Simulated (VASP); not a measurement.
## Ba: equation of state with PBE

Ba:

```
Ba
1.0
    -2.50650    2.50650    2.50650
     2.50650   -2.50650    2.50650
     2.50650    2.50650   -2.50650
Ba
1
Direct
  0.00000 0.00000 0.00000
```

- Program: VASP 6.6.1
- Task: equation of state
- Functional: PBE
- Potentials or basis: VASP PAW PBE potentials, release 64 (Ba_sv)
- Cutoff: 520 eV
- k mesh: 8 × 8 × 8
- Occupations: fermi-dirac, width 0.05 eV
- Spin: no spin polarisation
- Further INCAR settings: ALGO = Normal; EDIFF = 1e-07; NBANDS = 11

* Equilibrium volume: 63.29 Å³/atom
* Bulk modulus: 9.1 GPa
* Pressure derivative of the bulk modulus: 3.3

Energy against volume, from the lowest point:
| volume (Å³/atom) | energy (meV/atom) |
| --- | --- |
| 59.209 | 8.15 |
| 60.469 | 3.76 |
| 61.729 | 1.09 |
| 62.989 | 0.00 |
| 64.249 | 0.36 |
| 65.508 | 2.06 |
| 66.768 | 4.97 |

All runs of the series together: 89 s on 1 thread of Intel(R) Xeon(R) Platinum 8488C (Sapphire Rapids), on a shared host.

The run has no spin-orbit coupling, so splittings on Ba are missing. Zero-point motion and thermal expansion aren't in these numbers.
